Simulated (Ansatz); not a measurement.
## KF: one input, then a changed one

The cell is COD entry 9008652, as deposited and not checked against the literature; nothing was relaxed.

First run: DFT, PBE, PAW with Ansatz's default frozen-core files, scalar-relativistic (Ansatz 0.2.0).

Command: `ansatz run input.yaml --threads 1 --pin off --max-ram 2048MiB --backend cpu --events-out ev --progress --plain --runs-dir out` The run took 2 s on 1 thread of Arm Neoverse V1, with other jobs on the host, peak memory 0.3 GiB.

```yaml
crystal:
  lattice:
    - [0.0, 2.6735, 2.6735]
    - [2.6735, 0.0, 2.6735]
    - [2.6735, 2.6735, 0.0]
  atoms:
    - { symbol: K, position: [0.0, 0.0, 0.0] }
    - { symbol: F, position: [0.5, 0.5, 0.5] }
kpoints:
  mp_grid: { grid: [9, 9, 9] }
scf:
  occupations: { method: fermi_dirac, width: 0.01 }
hamiltonian:
  xc: pbe
  pseudopotentials: { kind: paw }
output:
  forces: true
  stress: true
  eigenvalues: true
  efg: { contact_densities: true }
  write_density: true
  write_potential: true
  elf: true
  volumetric_format: npy
basis:
  ecutwfc: 300
```

Result: converged; pressure 1.17 GPa; gap on the k mesh 6.19 eV (the mesh can miss the band edges); 7 SCF iterations.

The input is then changed:

```diff
@@ -7,4 +7,5 @@
     - { symbol: K, position: [0.0, 0.0, 0.0] }
     - { symbol: F, position: [0.5, 0.5, 0.5] }
+  symmetry: { detect: false }
 kpoints:
   mp_grid: { grid: [9, 9, 9] }
@@ -19,9 +20,6 @@
   eigenvalues: true
   efg: { contact_densities: true }
-  write_density: true
-  write_potential: true
-  elf: true
-  volumetric_format: npy
 basis:
   ecutwfc: 300
+accuracy: high
```

What does the second run give?

It converged; pressure 1.17 GPa; gap on the k mesh 6.19 eV (the mesh can miss the band edges); 8 SCF iterations.

The results part of its log:

```
SCF 1 converged in 8 iterations: F = -2348.128851 eV  dr2 = 7.20e-12
  greatest PAW one-centre occupation: 0.988 electrons in one spin orbital (limit 2), on the K atom at site 0 (counted from 0), in its partial waves of l = 0
SCF converged after 8 iterations
Free energy (F): -2348.128851 eV
Harris-Foulkes:  -2348.128851 eV  (|F-HF|=0.00e0)
Internal energy: -2348.128851 eV  (E = F + TS)
E sigma→0 (E₀):  -2348.128851 eV
Fermi energy:    4.518755 eV
--- Per-component energies (eV) ---
  E_band       = -125.911969
  E_kinetic    = 467.882247
  E_local      = -1111.331733  (includes V_loc(G=0)·N_el)
  E_nonlocal   = 81.089262
  E_hartree    = 400.320295
  E_xc         = -217.910068
  E_vxc        = -270.950341  (∫ρ·V_xc dr)
  E_paw        = -980.737227  (= ΣΔE_a)
  E_vpaw       = -93.252549  (= ΣTr[D̂ρ^β])
  E_aug_tail   = 0.010511  (compensation charges beyond the density's cutoff)
  E_ewald      = -987.452138
  E_smearing   = -0.000000  (= −TS)
  E_closure    = 0.000000  (closes the sum)
  Σ components = -2348.128851   (vs F -2348.128851, Δ=0.00e0)
--- Forces (eV/Å), atoms counted from 1 ---
  atom   1  K      0.00000016    -0.00000014    -0.00000002
  atom   2  F      0.00000008    -0.00000003     0.00000003
  max |Σ_I F_I| component: 2.35e-7 eV/Å
--- Stress (GPa, compression-positive) ---
        1.172596      -0.000000      -0.000000
       -0.000000       1.172596      -0.000000
       -0.000000      -0.000000       1.172596
  P = ⅓ Tr σ = 1.1726 GPa (11.726 kbar)
--- PAW observables at the nuclei: V_zz in 10²¹ V/m², potentials from the cell's mean, atoms counted from 1 ---
  atom   1  K  V_zz =    -0.000000   η = 0.7211   by run symmetry: not_imposed
            electrostatic potential = -2064.098854 V   contact ρ = 34766.967430 e/Å³
  atom   2  F  V_zz =    +0.000000   η = 0.6297   by run symmetry: not_imposed
            electrostatic potential = -735.111281 V   contact ρ = 3127.116618 e/Å³
--- Band table (eV; the first three rows and the last of 365) ---
  k-point 0: bands = ["-24.6963", "-17.3364", "-7.9410", "-7.9410", "-7.9410", "1.4120", "1.4120", "1.4120", "7.6018", "12.1323", "12.1323", "12.1323"]
  k-point 1: bands = ["-24.6853", "-17.3450", "-7.9751", "-7.9454", "-7.9454", "1.3069", "1.3779", "1.3779", "7.9440", "11.9255", "12.2970", "12.2970"]
  k-point 2: bands = ["-24.6576", "-17.3725", "-8.0587", "-7.9574", "-7.9574", "1.0347", "1.2637", "1.2637", "8.8347", "11.5890", "12.7160", "12.7160"]
  k-point 364: bands = ["-24.5987", "-17.4144", "-8.2286", "-8.0352", "-7.9905", "0.7080", "1.0968", "1.1174", "10.6083", "11.8460", "13.3851", "13.6266"]
```
